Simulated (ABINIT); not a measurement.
# Quasiparticle gap of BP (F-43m) in ABINIT, part 2 of 3

How does a plane-wave GW calculation on BP (F-43m) run from the first input to the gap?

ABINIT 10.8.3; PBE and many-body steps on it, plane waves. Known limits of the many-body steps: not at the basis limit.

So far. Step 2 (Ground state): The gap is indirect, with the least direct gap 2.13 eV higher.

### Step 3. Bands along the symmetry lines

Level of this step: DFT, PBE, plane waves, norm-conserving pseudopotentials (ABINIT).

The cheap functional maps the bands first; the places of the edges decide which points the dearer methods must see.

Input file run.abi:

```
acell 3*1.0 Angstrom
rprim 
  0.000000000000 2.269000000000 2.269000000000
  2.269000000000 0.000000000000 2.269000000000
  2.269000000000 2.269000000000 0.000000000000
ntypat 2
znucl 5 15
natom 2
typat 1 2
xred 
  0.000000000000 0.000000000000 0.000000000000
  0.250000000000 0.250000000000 0.250000000000
pp_dirpath "pseudos"
pseudos "B.upf, P.upf"
ecut 34
iscf -2
irdden 1
kptopt 0
nkpt 50
kpt 
  0.00000000 0.00000000 0.00000000
  -0.06250000 -0.06250000 0.00000000
  -0.12500000 -0.12500000 0.00000000
  -0.18750000 -0.18750000 0.00000000
  -0.25000000 -0.25000000 0.00000000
  -0.31250000 -0.31250000 0.00000000
  -0.37500000 -0.37500000 0.00000000
  -0.43750000 -0.43750000 0.00000000
  -0.50000000 -0.50000000 0.00000000
  -0.48437500 -0.48437500 0.03125000
  -0.46875000 -0.46875000 0.06250000
  -0.45312500 -0.45312500 0.09375000
  -0.43750000 -0.43750000 0.12500000
  -0.42187500 -0.42187500 0.15625000
  -0.40625000 -0.40625000 0.18750000
  -0.39062500 -0.39062500 0.21875000
  -0.37500000 -0.37500000 0.25000000
  -0.37500000 0.00000000 0.37500000
  -0.32812500 0.00000000 0.32812500
  -0.28125000 0.00000000 0.28125000
  -0.23437500 0.00000000 0.23437500
  -0.18750000 0.00000000 0.18750000
  -0.14062500 0.00000000 0.14062500
  -0.09375000 0.00000000 0.09375000
  -0.04687500 0.00000000 0.04687500
  0.00000000 0.00000000 0.00000000
  0.00000000 0.00000000 0.06250000
  0.00000000 0.00000000 0.12500000
  0.00000000 0.00000000 0.18750000
  0.00000000 0.00000000 0.25000000
  0.00000000 0.00000000 0.31250000
  0.00000000 0.00000000 0.37500000
  0.00000000 0.00000000 0.43750000
  0.00000000 0.00000000 0.50000000
  -0.06250000 -0.03125000 0.46875000
  -0.12500000 -0.06250000 0.43750000
  -0.18750000 -0.09375000 0.40625000
  -0.25000000 -0.12500000 0.37500000
  -0.31250000 -0.15625000 0.34375000
  -0.37500000 -0.18750000 0.31250000
  -0.43750000 -0.21875000 0.28125000
  -0.50000000 -0.25000000 0.25000000
  -0.50000000 -0.28125000 0.21875000
  -0.50000000 -0.31250000 0.18750000
  -0.50000000 -0.34375000 0.15625000
  -0.50000000 -0.37500000 0.12500000
  -0.50000000 -0.40625000 0.09375000
  -0.50000000 -0.43750000 0.06250000
  -0.50000000 -0.46875000 0.03125000
  -0.50000000 -0.50000000 0.00000000
istwfk *1
nband 11
nbdbuf 2
tolwfr 1e-08
nstep 40
prtwf 0
prtvol 0
indata_prefix "in"
outdata_prefix "out"
tmpdata_prefix "tmp"
```

Command:

```bash
$ OMP_NUM_THREADS=1 mpirun -n 4 abinit run.abi > log
```

Numbers of over 12 decimals in the logs are rounded to 6 here.

Output:

```text
.Version 10.8.3 of ABINIT. v10.8.2 released Aug 2026.

 Symmetries : space group F-4 3 m (#216); Bravais cF (face-center cubic)
[... echo of the input left out ...]
== DATASET  1 ==================================================================
-   mpi_nproc: 4, omp_nthreads: 1 (-1 if OMP is not activated)

--- !DatasetInfo
iteration_state: {dtset: 1, }
dimensions: {natom: 2, nkpt: 50, mband: 11, nsppol: 1, nspinor: 1, nspden: 1, mpw: 1524, }
cutoff_energies: {ecut:  34.0, pawecutdg:  -1.0, }
electrons: {nelect:   8.00000000E+00, charge:   0.00000000E+00, occopt:   1.00000000E+00, tsmear:   1.00000000E-02, }

 Real(R)+Recip(G) space primitive vectors, cartesian coordinates (Bohr,Bohr^-1):
 R(1)=  0.0000000  4.2877886  4.2877886  G(1)= -0.1166102  0.1166102  0.1166102
 R(2)=  4.2877886  0.0000000  4.2877886  G(2)=  0.1166102 -0.1166102  0.1166102
 R(3)=  4.2877886  4.2877886  0.0000000  G(3)=  0.1166102  0.1166102 -0.1166102
 Unit cell volume ucvol=  1.5766311E+02 bohr^3
 Angles (23,13,12)=  6.00000000E+01  6.00000000E+01  6.00000000E+01 degrees

 getcut: wavevector=  0.0000  0.0000  0.0000  ngfft=  32  32  32
         ecut(hartree)=     34.000   => boxcut(ratio)=   2.01047

--- Pseudopotential description ------------------------------------------------
- B Generated using ONCVPSP code by D. R. Hamann
-  5.00000   3.00000  171031                  znucl, zion, pspdat
12 -101130 1 -1 1534                          pspcod,pspxc,lmax,lloc,mmax
     nproj     2     2     0
  pspatm : epsatm=    3.38844616
         --- l  ekb(1:nproj) -->
             0    8.382104    1.234201
             1   -3.719492   -0.867526
 pspatm: atomic psp has been read  and splines computed

- P Generated using ONCVPSP code by D. R. Hamann
- 15.00000   5.00000  171031                  znucl, zion, pspdat
12 -101130 2 -1 1298                          pspcod,pspxc,lmax,lloc,mmax
     nproj     2     2     2
  pspatm : epsatm=    8.05910421
         --- l  ekb(1:nproj) -->
             0    6.598722    1.052341
[...]
pspatm: atomic psp has been read  and splines computed

--------------------------------------------------------------------------------

================================================================================
 prteigrs : about to open file out_EIG
 Non-SCF case, kpt    1 (  0.00000  0.00000  0.00000), residuals and eigenvalues=
  2.07E-09  2.03E-09  2.54E-09  7.57E-09  9.91E-10  7.95E-09  8.75E-09  2.09E-09
[...]
-3.0111E-01  2.6701E-01  2.6701E-01  2.6701E-01  3.9220E-01  3.9220E-01
  3.9220E-01  5.3740E-01  6.9047E-01  7.0970E-01  7.0970E-01
 Non-SCF case, kpt    2 ( -0.06250 -0.06250  0.00000), residuals and eigenvalues=
  4.40E-09  2.39E-09  4.87E-09  9.99E-09  1.46E-09  4.38E-09  3.97E-09  3.31E-09
[...]
-2.9765E-01  2.5282E-01  2.5282E-01  2.5505E-01  3.8534E-01  4.1020E-01
[...]
3.54E-09  2.57E-09  3.37E-09  7.93E-09  3.89E-09  3.70E-09  8.59E-09  5.77E-09
[...]
-2.8732E-01  2.2366E-01  2.2386E-01  2.2386E-01  3.6930E-01  4.5040E-01
  4.5040E-01  5.4631E-01  6.4728E-01  7.2434E-01  7.3398E-01
[...]
Non-SCF case, kpt   49 ( -0.50000 -0.46875  0.03125), residuals and eigenvalues=
[...]
-1.2244E-01 -4.7675E-02  1.1332E-01  1.1345E-01  3.2073E-01  3.3283E-01
  7.0552E-01  7.0931E-01  8.1682E-01  8.6372E-01  9.1210E-01
 Non-SCF case, kpt   50 ( -0.50000 -0.50000  0.00000), residuals and eigenvalues=
[...]
-1.2278E-01 -4.8232E-02  1.1583E-01  1.1583E-01  3.1652E-01  3.2827E-01
  7.1044E-01  7.1044E-01  8.2597E-01  8.7270E-01  9.2368E-01

--- !ResultsGS
iteration_state: {dtset: 1, }
comment   : Summary of ground state results
lattice_vectors:
- [  0.0000000,   4.2877886,   4.2877886, ]
- [  4.2877886,   0.0000000,   4.2877886, ]
- [  4.2877886,   4.2877886,   0.0000000, ]
lattice_lengths: [   6.06385,    6.06385,    6.06385, ]
lattice_angles: [ 60.000,  60.000,  60.000, ] # degrees, (23, 13, 12)
lattice_volume:   1.5766311E+02
convergence: {deltae:  0.000E+00, res2:  0.000E+00, residm:  9.993E-09, diffor:  0.000E+00, }
etotal    :  -9.89670974E+00
entropy   :   0.00000000E+00
fermie    :   2.67006735E-01
cartesian_stress_tensor: null
pressure_GPa: null
xred      :
- [  0.0000E+00,   0.0000E+00,   0.0000E+00,  B]
- [  2.5000E-01,   2.5000E-01,   2.5000E-01,  P]
cartesian_forces: null
force_length_stats: {min: null, max: null, mean: null, }

 Integrated electronic density in atomic spheres:
 ------------------------------------------------
 Atom  Sphere_radius  Integrated_density
[...]
================================================================================

 ----iterations are completed or convergence reached----

 Mean square residual over all n,k,spin=   47.323E-10; max=  99.929E-10
 reduced coordinates (array xred) for    2 atoms
[...]
cartesian coordinates (angstrom) at end:
    1      0.000000     0.000000     0.000000
    2      1.134500     1.134500     1.134500
 length scales=  1.889726125908  1.889726125908  1.889726125908 bohr
              =  1.000000000000  1.000000000000  1.000000000000 angstroms
 prteigrs : about to open file out_EIG
 Eigenvalues (hartree) for nkpt=  50  k points:
 kpt#   1, nband= 11, wtk=  1.00000, kpt=  0.0000  0.0000  0.0000 (reduced coord)
[...]
kpt#   2, nband= 11, wtk=  1.00000, kpt= -0.0625 -0.0625  0.0000 (reduced coord)
[...]
kpt#   3, nband= 11, wtk=  1.00000, kpt= -0.1250 -0.1250  0.0000 (reduced coord)
[...]
kpt#  49, nband= 11, wtk=  1.00000, kpt= -0.5000 -0.4687  0.0313 (reduced coord)
  -0.12244   -0.04767    0.11332    0.11345    0.32073    0.33283    0.70552    0.70931
   0.81682    0.86372    0.91210
 kpt#  50, nband= 11, wtk=  1.00000, kpt= -0.5000 -0.5000  0.0000 (reduced coord)
  -0.12278   -0.04823    0.11583    0.11583    0.31652    0.32827    0.71044    0.71044
   0.82597    0.87270    0.92368

== END DATASET(S) ==============================================================
================================================================================

 -outvars: echo values of variables after computation  --------
            nband          11
             nkpt          50
          spgroup         216
 [... the other variables as echoed above ...]

 Calculation completed.
```

The job ended after 4 s (4 MPI ranks of Arm Neoverse V1, shared host; peak memory 0.24 GiB).

Numbers from this step:

* gap: 1.260 eV
* k of the valence top: 0, 0, 0
* k of the conduction bottom: -0.4375, -0.4375, 0
* least direct gap: 3.407 eV

The gap is 1.260 eV, −0.020 eV from the run before at this level.

The electronic bands at the labelled points (eV, zero at the top of the highest filled band; v1 is the highest filled band, c1 the lowest empty one):

| point | v4 | v3 | v2 | v1 | c1 | c2 | c3 | c4 |
| --- | --- | --- | --- | --- | --- | --- | --- | --- |
| Γ | -15.46 | 0.00 | 0.00 | 0.00 | 3.41 | 3.41 | 3.41 | 7.36 |
| halfway | -13.98 | -3.69 | -2.73 | -2.73 | 1.82 | 4.96 | 7.71 | 7.71 |
| X | -10.61 | -8.58 | -4.11 | -4.11 | 1.35 | 1.67 | 12.07 | 12.07 |
| halfway | -10.55 | -8.46 | -5.05 | -3.96 | 1.65 | 3.01 | 11.32 | 11.62 |
| U | -10.61 | -8.16 | -6.22 | -3.50 | 2.16 | 6.00 | 9.71 | 10.59 |
| jump to K | -10.61 | -8.16 | -6.22 | -3.50 | 2.16 | 6.00 | 9.71 | 10.59 |
| halfway | -13.81 | -4.91 | -3.87 | -1.08 | 4.56 | 5.09 | 6.13 | 8.30 |
| Γ | -15.46 | 0.00 | 0.00 | 0.00 | 3.41 | 3.41 | 3.41 | 7.36 |
| halfway | -14.35 | -4.84 | -1.12 | -1.12 | 4.00 | 4.76 | 4.76 | 9.60 |
| L | -12.14 | -9.03 | -1.76 | -1.76 | 3.78 | 4.72 | 4.72 | 10.13 |
| halfway | -11.48 | -8.44 | -4.52 | -3.11 | 4.19 | 5.20 | 8.29 | 9.77 |
| W | -10.33 | -8.05 | -5.67 | -5.47 | 5.33 | 6.77 | 7.23 | 7.45 |
| halfway | -10.48 | -8.36 | -4.93 | -4.86 | 2.90 | 3.37 | 10.21 | 10.99 |
| X | -10.61 | -8.58 | -4.11 | -4.11 | 1.35 | 1.67 | 12.07 | 12.07 |

The electronic bands as a text plot (rows in eV, shown from -8.0 to 7.3 only):

```
    6.9 |                   ++++                     +    +
    6.3 |    +            +   +++                       ++
    5.7 |                                           +  +   +
    5.0 |  ++ ++         +      +++         +++++ +++++ +++++
    4.4 |                       +++++      +     +++ +++    +
    3.8 | +     ++      +     ++   +++  +++++++++++++
    3.1 |++            +    ++        ++                     +
    2.5 |  +++    +        +                                  +
    1.9 |     ++   ++++++++                                    ++
    1.2 |       +++++++                                         +
    0.6 |
   -0.1 |**                        ******
   -0.7 | *                      **  *  ****
   -1.3 |  **                   *  **       ****
   -2.0 |    *                **   **    **     *****
   -2.6 |    ***            **   **                 **
   -3.2 |       **        **     **        *          *
   -3.9 |     **  ********      *                    * *        *
   -4.5 |             *                               * *     **
   -5.1 |       **     **     ***           *          * * ***
   -5.8 |                *  **                          ****
   -6.4 |         *       **  **             **
   -7.0 |                   **
   -7.7 |          **      *                   *
         Γ           X  U|K            Γ         L        W     X
```

### Step 4. Empty states on the mesh, 6×6×6 mesh, 65 bands

The sums over transitions need many empty states on a uniform mesh; this step solves for them.

Input file run.abi:

```
acell 3*1.0 Angstrom
rprim 
  0.000000000000 2.269000000000 2.269000000000
  2.269000000000 0.000000000000 2.269000000000
  2.269000000000 2.269000000000 0.000000000000
ntypat 2
znucl 5 15
natom 2
typat 1 2
xred 
  0.000000000000 0.000000000000 0.000000000000
  0.250000000000 0.250000000000 0.250000000000
pp_dirpath "pseudos"
pseudos "B.upf, P.upf"
ecut 34
ngkpt 6 6 6
nshiftk 1
shiftk 0 0 0
kptopt 1
chksymbreak 0
irdden 1
istwfk *1
nband 65
prtvol 0
optdriver 6
gwr_task "HDIAGO"
paral_kgb 0
occopt 1
indata_prefix "in"
outdata_prefix "out"
tmpdata_prefix "tmp"
```

Output:

```text
[banner, memory and clock lines left out]
.Version 10.8.3 of ABINIT. v10.8.2 released Aug 2026.

 Symmetries : space group F-4 3 m (#216); Bravais cF (face-center cubic)
[... echo of the input left out ...]
== DATASET  1 ==================================================================
-   mpi_nproc: 4, omp_nthreads: 1 (-1 if OMP is not activated)

--- !DatasetInfo
iteration_state: {dtset: 1, }
dimensions: {natom: 2, nkpt: 16, mband: 65, nsppol: 1, nspinor: 1, nspden: 1, mpw: 1524, }
cutoff_energies: {ecut:  34.0, pawecutdg:  -1.0, }
electrons: {nelect:   8.00000000E+00, charge:   0.00000000E+00, occopt:   1.00000000E+00, tsmear:   1.00000000E-02, }

.Using double precision arithmetic; gwpc =  8

- Reading GS density from: in_DEN

--- Pseudopotential description ------------------------------------------------
- B Generated using ONCVPSP code by D. R. Hamann
-  5.00000   3.00000  171031                  znucl, zion, pspdat
12 -101130 1 -1 1534                          pspcod,pspxc,lmax,lloc,mmax
     nproj     2     2     0
  pspatm : epsatm=    3.38844616
         --- l  ekb(1:nproj) -->
             0    8.382104    1.234201
             1   -3.719492   -0.867526
 pspatm: atomic psp has been read  and splines computed

- P Generated using ONCVPSP code by D. R. Hamann
- 15.00000   5.00000  171031                  znucl, zion, pspdat
12 -101130 2 -1 1298                          pspcod,pspxc,lmax,lloc,mmax
     nproj     2     2     2
  pspatm : epsatm=    8.05910421
         --- l  ekb(1:nproj) -->
             0    6.598722    1.052341
             1    3.369366    0.884600
             2   -3.154982   -0.827415
 pspatm: atomic psp has been read  and splines computed

   9.15804030E+01                                ecore*ucvol(ha*bohr**3)

 Total charge density [el/Bohr^3]
)     Maximum=    1.4295E-01  at reduced coord.    0.1563    0.1563    0.5313
)     Minimum=    1.0033E-03  at reduced coord.    0.2500    0.2500    0.2500
   Integrated=    8.0000E+00

 === KS gaps after direct diagonalization ===
 Indirect band gap semiconductor
 Fundamental gap:     1.347 (eV)
   VBM:     7.266 (eV) at k: [ 0.0000E+00,  0.0000E+00,  0.0000E+00]
   CBM:     8.613 (eV) at k: [ 5.0000E-01,  5.0000E-01,  0.0000E+00]
 Direct gap:         3.407 (eV) at k: [ 0.0000E+00,  0.0000E+00,  0.0000E+00]

== END DATASET(S) ==============================================================

 -outvars: echo values of variables after computation  --------
           etotal      0.0000000000E+00
            nband          65
             nkpt          16
          spgroup         216
 [... the other variables as echoed above ...]

 Calculation completed.
```

Run time: 15 s. Hardware: 4 MPI ranks; peak memory 0.71 GiB; 58 s of CPU time.

This step gave:

```
gap                                                           : 1.347 eV
k of the valence top                                          : 0, 0, 0
k of the conduction bottom                                    : 0.5, 0.5, 0
least direct gap                                              : 3.407 eV
k points computed                                             : 16
lowest point of the top converged band, above the valence top : 75.1664 eV
```

On this mesh the gap is 1.347 eV. The earlier step found 1.280 eV, so this mesh misses an edge.

### Step 5. Screening, 6×6×6 mesh, 57 bands, screening to 163.3 eV

The RPA dielectric matrix is built and inverted for each q.

This step: RPA screening on PBE, plane waves, norm-conserving pseudopotentials.

run.abi, as its differences from that of step 4:

```diff
@@ -20,10 +20,11 @@
 chksymbreak 0
-irdden 1
 istwfk *1
-nband 65
-prtvol 0
-optdriver 6
-gwr_task "HDIAGO"
-paral_kgb 0
 occopt 1
+irdwfk 1
+optdriver 3
+nband 57
+ecuteps 6
+inclvkb 2
+awtr 1
+symchi 1
 indata_prefix "in"
```

Output:

```text
.Version 10.8.3 of ABINIT. v10.8.2 released Aug 2026.

 Symmetries : space group F-4 3 m (#216); Bravais cF (face-center cubic)
[... echo of the input left out ...]
== DATASET  1 ==================================================================
-   mpi_nproc: 4, omp_nthreads: 1 (-1 if OMP is not activated)

--- !DatasetInfo
iteration_state: {dtset: 1, }
dimensions: {natom: 2, nkpt: 16, mband: 57, nsppol: 1, nspinor: 1, nspden: 1, mpw: 1524, }
cutoff_energies: {ecut:  34.0, pawecutdg:  -1.0, }
electrons: {nelect:   8.00000000E+00, charge:   0.00000000E+00, occopt:   1.00000000E+00, tsmear:   1.00000000E-02, }

 SCREENING: Calculation of the susceptibility and dielectric matrices

 Based on a program developped by R.W. Godby, V. Olevano, G. Onida, and L. Reining.
 Incorporated in ABINIT by V. Olevano, G.-M. Rignanese, and M. Torrent.
.Using double precision arithmetic ; gwpc =  8

[... cell and pseudopotentials left out ...]
--------------------------------------------------------------------------------

 ==== K-mesh for the wavefunctions ====
 Number of points in the irreducible wedge :    16
[... list of points left out ...]
 Together with 24 symmetry operations and time-reversal symmetry
 yields   216 points in the full Brillouin Zone.

 ==== Q-mesh for the screening function ====
 Number of points in the irreducible wedge :    16
[... list of points left out ...]
 Together with 24 symmetry operations and time-reversal symmetry
 yields   216 points in the full Brillouin Zone.

 setmesh: FFT mesh size selected  =    24x   24x   24
          total number of points  =        13824

 vcoul_init : cutoff-mode = AUXILIARY_FUNCTION
 q-points for optical limit:   1
     1)      0.000010    0.000020    0.000030

- screening: taking advantage of time-reversal symmetry
- Maximum band index for partially occupied states nbvw = 4
- Remaining bands to be divided among processors   nbcw = 53
- Number of bands treated by each node ~13

 Number of electrons calculated from density =    8.0000; Expected =    8.0000
 average of density, n =  0.050741
 r_s =    1.6757
 omega_plasma =   21.7288 [eV]

 calculating chi0 at frequencies [eV] :
  1    0.000000E+00    0.000000E+00
  2    0.000000E+00    2.172879E+01

--------------------------------------------------------------------------------
  q-point number  1        q = ( 0.000000, 0.000000, 0.000000) [r.l.u.]
--------------------------------------------------------------------------------
[... chi0 elements left out ...]
 For q-point:  0.000010 0.000020 0.000030
  dielectric constant =   9.7328
  dielectric constant without local fields =  10.6495

  Average fulfillment of the sum rule on Im[epsilon] for q-point    1 :     82.22  [%]
[... wings left out ...]
  q-point number  2        q = ( 0.166667, 0.000000, 0.000000) [r.l.u.]
--------------------------------------------------------------------------------
[... chi0 elements left out ...]
  Average fulfillment of the sum rule on Im[epsilon] for q-point    2 :     91.65  [%]

 [... 14 further q-points ...]
```

It took 23 s on 4 MPI ranks; peak memory 0.57 GiB; 92 s of CPU time.

This step gave:

| Property | Result |
| --- | --- |
| ε∞ with local fields, on this mesh, along the program's q direction | 9.733 |
| the same without local fields | 10.65 |
| plasma frequency | 21.73 eV |
| plane waves in the screening matrix | 113 |

Local fields lower ε∞ by 9 %.

(Part 2 of 3 ends here.)

[Paths, hosts, dates, memory and timing lines, banners, echoed tables and standing remarks are left out of the program output.]

[Logs are printed without paths, hosts, clocks, repeated set-up lines and the standing remarks that a program may print on its own settings, such as how far it seeks lower states.]

[Runs of the session that timed out or met a known fault of the program may be left out.]

[Hosts, paths, dates, database ids (printed as entryN), source tags and the programs' standing remarks are cut or masked in the printed files.]

[G0W0 gaps are taken among the corrected bands and points alone; a level outside them can change the order at an edge.]

[Where Ansatz stands beside ABINIT at settings called matched, ABINIT's density can come from a denser mesh and the files from another edition; pairs whose starting gaps differed by over 0.03 eV were left out, so agreement reads better than it is.]
